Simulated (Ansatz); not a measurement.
# How the conductance of RuAl/MgO/V changes with thickness, part 4 of 6

Wanted: T(E), the conductance and its decay constant for RuAl/MgO/V. The lower electrode is RuAl B2(001), the upper one V bcc(001); the barrier is MgO rock salt(001) (non-polar). In the first transport cell, after relaxation, the nearest pair of electrode and barrier is Al–O at 2.02 Å, along the normal, at the lower face and V–O at 2.12 Å, along the normal, at the upper one. All share a net of side 3.003 Å, which strains the lower electrode by +0.1 %, the upper one by +0.8 % and the barrier by -0.1 %, against typed lattice constants near PBE's. The first steps treat the bulk electrodes alone.

Ansatz 0.2.0; PBE DFT, plane waves, PAW files (the session's first sound run).

So far, transmission at the Fermi level (a spin, zone mean): step 5 (the open system: T(E)) 4.3e-6. Also channels of the lower lead: step 5 1.35.

The structure was built from a prototype and need not be the compound's stable phase.

## 6. Conductance, atomic planes in the barrier 2, gap between the electrodes 6.23 Å

Level of this step: PBE DFT, plane waves, PAW files; ballistic transmission by layer matching between semi-infinite leads (Ansatz).

System of this step: RuAl/MgO/V. The cell holds 30 atoms: 8 Al, 7 Ru, 2 O, 2 Mg and 11 V. Its edges and angles: a = 3.003 Å, b = 3.003 Å, c = 55.796 Å, α = 90.0°, β = 90.0°, γ = 90.0°. Regions: left electrode, 15 atoms (8 Al and 7 Ru); barrier, 4 atoms (2 O and 2 Mg); right electrode, 11 atoms (11 V). Vacuum lies along c.

The conductance needs T(E) within ten thermal energies of the Fermi level, on steps under 1.5 kT, and a finer mesh (28×28), since the current can rest on few wavevectors.

Input file input.yaml:

```yaml
crystal:
  lattice:
    - [3.003, 0.0, 0.0]
    - [0.0, 3.003, 0.0]
    - [0.0, 0.0, 55.7956017713]
  atoms:
    - { symbol: Al, position: [0.5, 0.5, 0.1254579174] }
    - { symbol: Ru, position: [0.0, 0.0, 0.1523696619] }
    - { symbol: Al, position: [0.5, 0.5, 0.1792814063] }
    - { symbol: Ru, position: [0.0, 0.0, 0.2061931507] }
    - { symbol: Al, position: [0.5, 0.5, 0.2331048951] }
    - { symbol: Ru, position: [0.0, 0.0, 0.2600166396] }
    - { symbol: Al, position: [0.5, 0.5, 0.286928384] }
    - { symbol: Ru, position: [0.0, 0.0, 0.3138401284] }
    - { symbol: Al, position: [0.5, 0.5, 0.3407518728] }
    - { symbol: Ru, position: [0.0, 0.0, 0.3676636173] }
    - { symbol: Al, position: [0.5, 0.5, 0.3945753617] }
    - { symbol: Ru, position: [0.0, 0.0, 0.4214871061] }
    - { symbol: Al, position: [0.5, 0.5, 0.4483988506] }
    - { symbol: Ru, position: [0.0, 0.0, 0.475310595] }
    - { symbol: Al, position: [0.5, 0.5, 0.4977743655] }
    - { symbol: O, position: [0.5, 0.5, 0.5340202641] }
    - { symbol: Mg, position: [0.0, 0.0, 0.5332993061] }
    - { symbol: O, position: [0.0, 0.0, 0.571439188] }
    - { symbol: Mg, position: [0.5, 0.5, 0.5728428005] }
    - { symbol: V, position: [0.0, 0.0, 0.6095073115] }
    - { symbol: V, position: [0.5, 0.5, 0.6330587646] }
    - { symbol: V, position: [0.0, 0.0, 0.6598902444] }
    - { symbol: V, position: [0.5, 0.5, 0.6867217242] }
    - { symbol: V, position: [0.0, 0.0, 0.7135532039] }
    - { symbol: V, position: [0.5, 0.5, 0.7403846837] }
    - { symbol: V, position: [0.0, 0.0, 0.7672161635] }
    - { symbol: V, position: [0.5, 0.5, 0.7940476433] }
    - { symbol: V, position: [0.0, 0.0, 0.820879123] }
    - { symbol: V, position: [0.5, 0.5, 0.8477106028] }
    - { symbol: V, position: [0.0, 0.0, 0.8745420826] }
kpoints:
  mp_grid: { grid: [10, 10, 1] }
scf:
  occupations: { method: fermi_dirac, width: 0.1 }
  max_iter: 150
hamiltonian:
  xc: pbe
output:
  transmission:
    kmesh: [28, 28]
    e_range: [-0.26, 0.27]
    de: 0.0375
    leads: [[6, 8], [24, 25]]
```

Launch:

```console
$ ansatz run input.yaml --threads 4 --pin off --max-ram 12288MiB --backend cpu --events-out ev --progress --plain --runs-dir out
```

Numbers of over 12 decimals in the logs are rounded to 6 here.

The program printed:

```text
[...]
Crystal: 30 atoms, lattice volume = 503.165 Å³
Basis set: ecut = 420 eV, 9627 PW (Γ)
Bands: 187, of which v1, the nominal top of the filled ones, is band 156 counted from 1 (155 counted from 0)
Symmetry: 8 space group operations
[...]
k-points: 21 of 100
[...]
SCF iter   1: F=—  HF=-82484.417212 eV  |F-HF|=—  |Δ(HF+E_count)|=         —  Δρ=4.99e-2  dr2=2.00e3  ethr=1.77e-3  ⟨swp⟩=7.5  Hψ=18123  notcnv=0
[...]
SCF iter  10: F=-82482.139974 eV  HF=-82482.139974 eV  |F-HF|=4.54e-8  |Δ(HF+E_count)|=   5.66e-9  Δρ=1.67e-6  dr2=5.10e-8  ethr=3.22e-11  ⟨swp⟩=6.2  Hψ=10476  notcnv=0
SCF 1 converged in 10 iterations: F = -82482.139974 eV  dr2 = 5.10e-8
[...]
transmission: 504 of 5040 steps passed
transmission: 1008 of 5040 steps passed
[...]
transmission: 5040 of 5040 steps passed
SCF converged after 10 iterations
Free energy (F): -82482.139974 eV
[...]
Internal energy: -82481.229064 eV  (E = F + TS)
E sigma→0 (E₀):  -82481.684519 eV
Entropy (-TS):   -0.910910 eV (-30.364 meV/atom)
Fermi energy:    11.350110 eV
[...]
--- Band table (eV; the first three rows and the last of 21) ---
  k-point 0: bands = [... 152 lower, 11.6896, 11.7181, 11.7181, 11.7275, 11.7334, 11.7334, 11.7486, 11.7486, ... 27 higher]
  k-point 1: bands = [... 152 lower, 11.4986, 11.5175, 11.5402, 11.6015, 11.6067, 11.6068, 11.6956, 11.7012, ... 27 higher]
  k-point 2: bands = [... 152 lower, 11.2482, 11.3068, 11.3069, 11.3768, 11.4469, 11.4880, 11.6155, 11.6464, ... 27 higher]
  k-point 20: bands = [... 152 lower, 12.4616, 12.5941, 12.5941, 12.6483, 12.7075, 12.7433, 12.8304, 12.8509, ... 27 higher]
--- Transmission ---
  basis      : 81 plane waves across, 42 finite elements along
  points     : 120, standing for a mesh of 28 x 28
  filling    : by the input's occupations and mesh, since the crystals that have channels conduct as metals do. If one of these is a semiconductor, that mesh has misplaced its level
[...]
crystal 0  : Al1Ru1, at the sites [6, 8], period 3.0031 Å, over 21.02 Å; its Hamiltonian steps by up to 3.9 meV
[...]
filled         : 29.4 meV over the level at which it is neutral
    channels       : 1.437500e0 a spin
    conductance    : 1.2252e15 S/m² at 300 K; may be off by some 0.0 % by where its bands' edges are placed, 2.7 % from the k-mesh, 3.4 % from the distance to neutral
    slowest decay  : 0.0480 /Å at (0.1786, 0.1071)
[...]
filled         : 10.0 meV over the level at which it is neutral
    channels       : 2.544643e0 a spin
[...]
slowest decay  : 0.0207 /Å at (0.3571, 0.2857)
  junction   : crystal 0 to crystal 1, 18.96 to 41.26 Å
    transmission   : 2.376868e-3 a spin
    conductance    : 2.0991e12 S/m² at 300 K (2.3522e12 on every other point, 2.1047e12 on every other energy)
    error estimate : 0.3 % from the energy spacing and 0.9 % from band edges of the leads and from resonances (wavevectors taken as independent; lower de), 10.7 % from the k-mesh, 3.7 % from the steps of its leads' Hamiltonians or their offsets (lay more layers), 7.4 % from the distance to neutral
    resistance     : 4.7576e-1 Ω µm² beyond half of each lead's own
```

The job ended after 4.2 min (4 threads of Intel Xeon Platinum 8488C (Sapphire Rapids), shared host; peak memory 3 GiB; 12 min of CPU time).

Numbers from this step:

- free energy: -82482.1400 eV
- Fermi energy: 11.35 eV
- transmission at the Fermi level (a spin, zone mean): 0.002377
- channels of the lower lead: 1.438
- channels of the upper lead: 2.545
- potential step in the lower lead: 3.9 meV
- ballistic conductance of the lower lead: 1.23e15 S/m²
- ballistic conductance of the upper lead: 2.18e15 S/m²
- junction conductance: 2.10e12 S/m²
- error estimates by source, in the log's order: 0.3, 0.9, 10.7, 3.7, 7.4 %
- resistance-area product beyond the leads: 0.4758 Ω um²

One spin. Table of transmission, zone mean by energy, zero at the Fermi level:

```csv
energy (eV),"transmission, zone mean"
-0.260,0.00468
-0.223,0.00460
-0.185,0.00410
-0.147,0.00366
-0.110,0.00328
-0.072,0.00293
-0.035,0.00261
0.003,0.00238
0.040,0.00221
0.077,0.00215
0.115,0.00209
0.152,0.00212
0.190,0.00226
0.228,0.00447
0.265,0.00760
```

One spin. The open channels, zone mean by energy, zero at the Fermi level:

```csv
energy (eV),lower lead,upper lead
-0.260,1.76,2.84
-0.223,1.72,2.90
-0.185,1.69,2.94
-0.147,1.65,2.83
-0.110,1.58,2.77
-0.072,1.50,2.73
-0.035,1.50,2.61
0.003,1.44,2.54
0.040,1.34,2.43
0.077,1.29,2.32
0.115,1.21,2.24
0.152,1.14,2.18
0.190,1.04,2.08
0.228,1.00,1.98
0.265,0.957,1.89
```

Transmission over k1 and k2. At 0.0025 eV from the Fermi level; zeros and values more than six decades under the largest are shown at that floor.

log10 of the mean of each cell; the least values stand at a floor. Values, 12 rows by 16 columns:
```
-1.8 -2.0 -2.2 -2.7 -3.0 -2.0 -2.2 -5.1 -5.7 -3.2 -1.9 -2.4 -3.3 -2.4 -2.1 -1.9
-2.1 -2.2 -2.6 -3.3 -3.0 -2.3 -2.6 -4.5 -5.2 -4.3 -2.2 -2.5 -3.6 -2.9 -2.4 -2.1
-2.9 -3.2 -3.4 -4.0 -3.5 -3.3 -3.8 -4.3 -4.7 -4.2 -3.5 -3.4 -3.6 -3.7 -3.3 -3.0
-2.3 -2.2 -2.4 -3.2 -3.6 -4.6 -4.7 -4.1 -4.3 -4.2 -5.3 -4.0 -3.4 -2.8 -2.2 -2.2
-2.2 -2.3 -2.6 -3.4 -4.4 -4.6 -5.0 -4.7 -4.8 -4.8 -4.8 -4.4 -4.4 -2.9 -2.4 -2.2
-5.7 -5.3 -4.9 -4.6 -4.4 -4.2 -4.7 -5.8 -6.2 -5.6 -4.4 -4.3 -4.5 -4.7 -5.1 -5.5
-3.2 -4.0 -4.5 -4.3 -4.2 -4.2 -4.7 -5.7 -5.8 -5.5 -4.4 -4.1 -4.3 -4.3 -4.7 -3.4
-2.1 -2.0 -2.3 -3.1 -4.0 -5.8 -5.1 -4.3 -4.4 -4.4 -7.7 -5.2 -3.7 -2.7 -2.1 -2.0
-2.8 -2.7 -2.7 -3.6 -3.4 -3.8 -4.5 -4.2 -4.5 -4.2 -4.4 -3.6 -3.4 -3.1 -2.6 -2.7
-2.4 -2.6 -3.1 -4.0 -3.5 -2.8 -3.2 -4.4 -4.9 -4.2 -2.8 -3.1 -3.8 -3.5 -2.8 -2.5
-2.0 -2.1 -2.4 -3.0 -2.9 -2.1 -2.4 -4.8 -5.4 -4.5 -2.0 -2.4 -3.6 -2.6 -2.2 -2.0
-1.8 -1.9 -2.1 -2.6 -3.0 -2.1 -2.2 -5.3 -6.0 -2.9 -2.0 -2.5 -3.3 -2.3 -2.0 -1.8
```
Columns: k1 (b1) from -0.5 to 0.464; rows upwards: k2 (b2) from -0.5 to 0.464.

G = 2.1e12 S/m² (1/G = 0.476 Ω µm²). The largest error estimate is 11 %, from the mesh across the current. In the worse lead the potential repeats within 10 meV, which the program lets pass. By hand, Landauer's formula with T at one energy: G = (e²/h) ΣT / A = 3.874e-5 S × 0.00475 / 9.018 Å² = 2.0e12 S/m², with T summed over both spins. The printed value averages T over the Fermi window and is 1.0 times this.

## 7. Conductance on a fine mesh, atomic planes in the barrier 3, gap between the electrodes 8.36 Å

System of this step: RuAl/MgO/V. The cell holds 32 atoms: 8 Al, 7 Ru, 3 O, 3 Mg and 11 V. Cell: a = 3.003 Å, b = 3.003 Å, c = 57.926 Å, α = 90.0°, β = 90.0°, γ = 90.0°. Regions: left electrode, 15 atoms (8 Al and 7 Ru); barrier, 6 atoms (3 O and 3 Mg); right electrode, 11 atoms (11 V). Vacuum lies along c.

Barrier layers are added or taken out in the middle, and the relaxed faces stay.

Input file input.yaml:

```yaml
crystal:
  lattice:
    - [3.003, 0.0, 0.0]
    - [0.0, 3.003, 0.0]
    - [0.0, 0.0, 57.9259950583]
  atoms:
    - { symbol: Al, position: [0.5, 0.5, 0.1208438455] }
    - { symbol: Ru, position: [0.0, 0.0, 0.146765834] }
    - { symbol: Al, position: [0.5, 0.5, 0.1726878225] }
    - { symbol: Ru, position: [0.0, 0.0, 0.1986098109] }
    - { symbol: Al, position: [0.5, 0.5, 0.2245317994] }
    - { symbol: Ru, position: [0.0, 0.0, 0.2504537878] }
    - { symbol: Al, position: [0.5, 0.5, 0.2763757763] }
    - { symbol: Ru, position: [0.0, 0.0, 0.3022977647] }
    - { symbol: Al, position: [0.5, 0.5, 0.3282197532] }
    - { symbol: Ru, position: [0.0, 0.0, 0.3541417416] }
    - { symbol: Al, position: [0.5, 0.5, 0.3800637301] }
    - { symbol: Ru, position: [0.0, 0.0, 0.4059857185] }
    - { symbol: Al, position: [0.5, 0.5, 0.431907707] }
    - { symbol: Ru, position: [0.0, 0.0, 0.4578296954] }
    - { symbol: Al, position: [0.5, 0.5, 0.4794672968] }
    - { symbol: O, position: [0.5, 0.5, 0.5143801494] }
    - { symbol: Mg, position: [0.0, 0.0, 0.5136857067] }
    - { symbol: O, position: [0.0, 0.0, 0.5508818387] }
    - { symbol: Mg, position: [0.5, 0.5, 0.5510006366] }
    - { symbol: O, position: [0.5, 0.5, 0.5872007313] }
    - { symbol: Mg, position: [0.0, 0.0, 0.5885527219] }
    - { symbol: V, position: [0.5, 0.5, 0.6238687912] }
    - { symbol: V, position: [0.0, 0.0, 0.6465540726] }
    - { symbol: V, position: [0.5, 0.5, 0.6723987484] }
    - { symbol: V, position: [0.0, 0.0, 0.6982434241] }
    - { symbol: V, position: [0.5, 0.5, 0.7240880999] }
    - { symbol: V, position: [0.0, 0.0, 0.7499327757] }
    - { symbol: V, position: [0.5, 0.5, 0.7757774514] }
    - { symbol: V, position: [0.0, 0.0, 0.8016221272] }
    - { symbol: V, position: [0.5, 0.5, 0.8274668029] }
    - { symbol: V, position: [0.0, 0.0, 0.8533114787] }
    - { symbol: V, position: [0.5, 0.5, 0.8791561545] }
kpoints:
  mp_grid: { grid: [10, 10, 1] }
scf:
  occupations: { method: fermi_dirac, width: 0.1 }
  max_iter: 150
hamiltonian:
  xc: pbe
output:
  transmission:
    kmesh: [28, 28]
    e_range: [-0.26, 0.27]
    de: 0.0375
    leads: [[6, 8], [26, 27]]
```

The program printed:

```text
[...]
Crystal: 32 atoms, lattice volume = 522.377 Å³
Basis set: ecut = 420 eV, 9993 PW (Γ)
Bands: 197, of which v1, the nominal top of the filled ones, is band 164 counted from 1 (163 counted from 0)
Symmetry: 8 space group operations
[...]
k-points: 21 of 100
[...]
SCF iter   1: F=—  HF=-84978.756485 eV  |F-HF|=—  |Δ(HF+E_count)|=         —  Δρ=5.16e-2  dr2=2.39e3  ethr=1.77e-3  ⟨swp⟩=7.8  Hψ=19102  notcnv=0
[...]
SCF iter  11: F=-84976.265357 eV  HF=-84976.265357 eV  |F-HF|=1.24e-8  |Δ(HF+E_count)|=   9.59e-9  Δρ=9.60e-7  dr2=1.48e-8  ethr=3.06e-11  ⟨swp⟩=2.1  Hψ=6904  notcnv=0
SCF 1 converged in 11 iterations: F = -84976.265357 eV  dr2 = 1.48e-8
[...]
transmission: 528 of 5280 steps passed
transmission: 1056 of 5280 steps passed
[...]
transmission: 5280 of 5280 steps passed
SCF converged after 11 iterations
Free energy (F): -84976.265357 eV
[...]
Internal energy: -84975.355027 eV  (E = F + TS)
E sigma→0 (E₀):  -84975.810192 eV
Entropy (-TS):   -0.910330 eV (-28.448 meV/atom)
Fermi energy:    11.361645 eV
[...]
--- Band table (eV; the first three rows and the last of 21) ---
  k-point 0: bands = [... 160 lower, 11.7011, 11.7298, 11.7298, 11.7391, 11.7454, 11.7454, 11.7603, 11.7603, ... 29 higher]
  k-point 1: bands = [... 160 lower, 11.5101, 11.5293, 11.5517, 11.6131, 11.6183, 11.6185, 11.7074, 11.7129, ... 29 higher]
  k-point 2: bands = [... 160 lower, 11.2594, 11.3184, 11.3192, 11.3885, 11.4589, 11.4994, 11.6274, 11.6579, ... 29 higher]
  k-point 20: bands = [... 160 lower, 12.4718, 12.6038, 12.6038, 12.6547, 12.7191, 12.7548, 12.8420, 12.8624, ... 29 higher]
--- Transmission ---
  basis      : 81 plane waves across, 44 finite elements along
  points     : 120, standing for a mesh of 28 x 28
[...]
filled         : 29.5 meV over the level at which it is neutral
    channels       : 1.437500e0 a spin
[...]
slowest decay  : 0.0482 /Å at (0.1786, 0.1071)
[...]
filled         : 9.9 meV over the level at which it is neutral
    channels       : 2.544643e0 a spin
[...]
slowest decay  : 0.0198 /Å at (0.3571, 0.2857)
  junction   : crystal 0 to crystal 1, 18.96 to 43.39 Å
    transmission   : 1.185686e-4 a spin
[...]
resistance     : 9.6259e0 Ω µm² beyond half of each lead's own
```

The job ended after 4.4 min (4 threads; peak memory 3.2 GiB).

This step gave:

- free energy: -84976.2654 eV
- Fermi energy: 11.36 eV
- transmission at the Fermi level (a spin, zone mean): 1.19e-4
- potential step in the lower lead: 4 meV
- junction conductance: 1.04e11 S/m²
- error estimates by source, in the log's order: 0.4, 0.7, 12.8, 4.5, 8.3 %
- resistance-area product beyond the leads: 9.626 Ω um²

One spin. Table of transmission, zone mean by energy, zero at the Fermi level:

```csv
energy (eV),"transmission, zone mean"
-0.260,1.6e-4
-0.223,2.3e-4
-0.185,2.0e-4
-0.147,1.8e-4
-0.110,1.6e-4
-0.072,1.5e-4
-0.035,1.3e-4
0.003,1.2e-4
0.040,1.1e-4
0.077,1.0e-4
0.115,1.0e-4
0.152,1.0e-4
0.190,1.1e-4
0.228,2.9e-4
0.265,2.9e-4
```

One spin. Table of open channels, zone mean by energy, zero at the Fermi level:

```csv
energy (eV),lower lead,upper lead
-0.260,1.76,2.84
-0.223,1.72,2.90
-0.185,1.69,2.92
-0.147,1.65,2.83
-0.110,1.58,2.77
-0.072,1.50,2.73
-0.035,1.50,2.61
0.003,1.44,2.54
0.040,1.34,2.43
0.077,1.29,2.32
0.115,1.21,2.24
0.152,1.14,2.18
0.190,1.04,2.08
0.228,1.00,1.98
0.265,0.957,1.89
```

Transmission over k1 and k2. At 0.0025 eV from the Fermi level; zeros and values more than six decades under the largest are shown at that floor.

log10 of the mean of each cell; the least values stand at a floor. Values, 12 rows by 16 columns:
```
-3.0 -3.1 -3.4 -4.2 -4.1 -3.6 -3.5 -5.9 -6.7 -4.1 -3.4 -4.1 -4.4 -3.7 -3.3 -3.1
-3.3 -3.5 -4.0 -5.0 -4.2 -3.9 -4.4 -5.9 -6.5 -5.7 -4.0 -3.9 -4.8 -4.5 -3.8 -3.4
-3.9 -4.5 -4.8 -5.3 -5.0 -4.5 -5.4 -6.2 -6.7 -6.1 -4.9 -4.5 -5.5 -4.9 -4.8 -4.2
-3.6 -3.9 -3.9 -4.3 -5.3 -6.4 -6.4 -5.8 -6.1 -5.9 -7.1 -5.8 -4.8 -4.0 -3.9 -3.8
-3.2 -3.8 -4.4 -5.0 -6.3 -6.2 -6.5 -6.1 -6.3 -6.2 -6.4 -6.2 -6.3 -4.6 -4.2 -3.4
-6.5 -6.2 -6.2 -6.4 -6.4 -6.0 -6.3 -6.6 -7.1 -6.5 -6.0 -6.1 -6.5 -6.3 -6.2 -6.3
-3.9 -4.8 -5.8 -6.1 -6.2 -5.8 -6.2 -6.6 -6.6 -6.5 -5.9 -5.9 -6.3 -6.0 -5.7 -4.3
-3.1 -3.6 -4.0 -4.4 -5.6 -7.6 -6.6 -5.9 -6.1 -6.0 -8.9 -7.0 -5.0 -4.1 -3.9 -3.4
-3.7 -4.2 -4.1 -4.5 -5.5 -5.4 -6.3 -6.1 -6.4 -6.0 -6.0 -5.4 -5.1 -4.2 -4.1 -4.1
-3.8 -4.0 -4.7 -6.1 -4.5 -4.1 -4.8 -6.1 -6.6 -6.0 -4.3 -4.1 -5.0 -5.3 -4.4 -3.9
-3.2 -3.3 -3.7 -4.6 -4.3 -3.8 -4.2 -5.8 -6.5 -5.6 -3.8 -3.9 -4.9 -4.1 -3.5 -3.2
-2.9 -3.1 -3.3 -4.0 -3.8 -3.5 -3.2 -6.1 -7.0 -3.7 -3.1 -4.0 -4.0 -3.6 -3.2 -3.0
```
Columns: k1 (b1) from -0.5 to 0.464; rows upwards: k2 (b2) from -0.5 to 0.464.

G = 1.0e11 S/m² (1/G = 9.63 Ω µm²), 0.049 times the step before of this kind. The largest error estimate is 13 %, from the mesh across the current. In the worse lead the potential repeats within 10 meV, which the program lets pass.

## 8. Conductance, 34 atoms

System of this step: RuAl/MgO/V. The cell holds 34 atoms: 8 Al, 7 Ru, 4 O, 4 Mg and 11 V. Its edges and angles: a = 3.003 Å, b = 3.003 Å, c = 60.056 Å, α = 90.0°, β = 90.0°, γ = 90.0°. Regions: left electrode, 15 atoms (8 Al and 7 Ru); barrier, 8 atoms (4 O and 4 Mg); right electrode, 11 atoms (11 V). Vacuum lies along c.

Barrier layers are added or taken out in the middle, and the relaxed faces stay.

Input file input.yaml:

```yaml
crystal:
  lattice:
    - [3.003, 0.0, 0.0]
    - [0.0, 3.003, 0.0]
    - [0.0, 0.0, 60.0563883453]
  atoms:
    - { symbol: Al, position: [0.5, 0.5, 0.1165571256] }
    - { symbol: Ru, position: [0.0, 0.0, 0.1415595777] }
    - { symbol: Al, position: [0.5, 0.5, 0.1665620299] }
    - { symbol: Ru, position: [0.0, 0.0, 0.191564482] }
    - { symbol: Al, position: [0.5, 0.5, 0.2165669341] }
    - { symbol: Ru, position: [0.0, 0.0, 0.2415693863] }
    - { symbol: Al, position: [0.5, 0.5, 0.2665718384] }
    - { symbol: Ru, position: [0.0, 0.0, 0.2915742906] }
    - { symbol: Al, position: [0.5, 0.5, 0.3165767427] }
    - { symbol: Ru, position: [0.0, 0.0, 0.3415791948] }
    - { symbol: Al, position: [0.5, 0.5, 0.366581647] }
    - { symbol: Ru, position: [0.0, 0.0, 0.3915840991] }
    - { symbol: Al, position: [0.5, 0.5, 0.4165865512] }
    - { symbol: Ru, position: [0.0, 0.0, 0.4415890034] }
    - { symbol: Al, position: [0.5, 0.5, 0.4624590495] }
    - { symbol: O, position: [0.5, 0.5, 0.4961334308] }
    - { symbol: Mg, position: [0.0, 0.0, 0.4954636223] }
    - { symbol: O, position: [0.0, 0.0, 0.5311519341] }
    - { symbol: Mg, position: [0.5, 0.5, 0.5316432252] }
    - { symbol: O, position: [0.5, 0.5, 0.5668135046] }
    - { symbol: Mg, position: [0.0, 0.0, 0.5669280884] }
    - { symbol: O, position: [0.0, 0.0, 0.6018440493] }
    - { symbol: Mg, position: [0.5, 0.5, 0.6031480804] }
    - { symbol: V, position: [0.0, 0.0, 0.6372113752] }
    - { symbol: V, position: [0.5, 0.5, 0.6590919367] }
    - { symbol: V, position: [0.0, 0.0, 0.6840198186] }
    - { symbol: V, position: [0.5, 0.5, 0.7089477006] }
    - { symbol: V, position: [0.0, 0.0, 0.7338755826] }
    - { symbol: V, position: [0.5, 0.5, 0.7588034645] }
    - { symbol: V, position: [0.0, 0.0, 0.7837313465] }
    - { symbol: V, position: [0.5, 0.5, 0.8086592285] }
    - { symbol: V, position: [0.0, 0.0, 0.8335871105] }
    - { symbol: V, position: [0.5, 0.5, 0.8585149924] }
    - { symbol: V, position: [0.0, 0.0, 0.8834428744] }
kpoints:
  mp_grid: { grid: [10, 10, 1] }
scf:
  occupations: { method: fermi_dirac, width: 0.1 }
  max_iter: 150
hamiltonian:
  xc: pbe
output:
  transmission:
    kmesh: [28, 28]
    e_range: [-0.26, 0.27]
    de: 0.0375
    leads: [[6, 8], [28, 29]]
```

The program printed:

```text
[...]
Crystal: 34 atoms, lattice volume = 541.589 Å³
Basis set: ecut = 420 eV, 10353 PW (Γ)
Bands: 206, of which v1, the nominal top of the filled ones, is band 172 counted from 1 (171 counted from 0)
Symmetry: 8 space group operations
[...]
k-points: 21 of 100
[...]
channels       : 1.437500e0 a spin
[...]
slowest decay  : 0.0482 /Å at (0.1786, 0.1071)
[...]
filled         : 10.0 meV over the level at which it is neutral
    channels       : 2.544643e0 a spin
[...]
slowest decay  : 0.0205 /Å at (0.3571, 0.2857)
  junction   : crystal 0 to crystal 1, 19.07 to 45.52 Å
    transmission   : 5.074685e-6 a spin
[...]
resistance     : 2.2265e2 Ω µm² beyond half of each lead's own
[key lines of the parts left out:]
SCF converged after 11 iterations
Free energy (F): -87470.405213 eV
Fermi energy:    11.375909 eV
```

The job ended after 4.9 min (4 threads; peak memory 3.4 GiB; 14 min of CPU time).

G = 4.5e9 S/m² (1/G = 223 Ω µm²), 0.043 times the step before of this kind. The largest error estimate is 8.6 %, from the mesh across the current. In the worse lead the potential repeats within 10 meV, which the program lets pass.

(Continued in part 5 of 6.)

[Logs are printed without paths, hosts, clocks, repeated set-up lines and the standing remarks that a program may print on its own settings, such as how far it seeks lower states.]

[Hosts, paths, dates, database ids (printed as entryN), source tags and the programs' standing remarks are cut or masked in the printed files.]
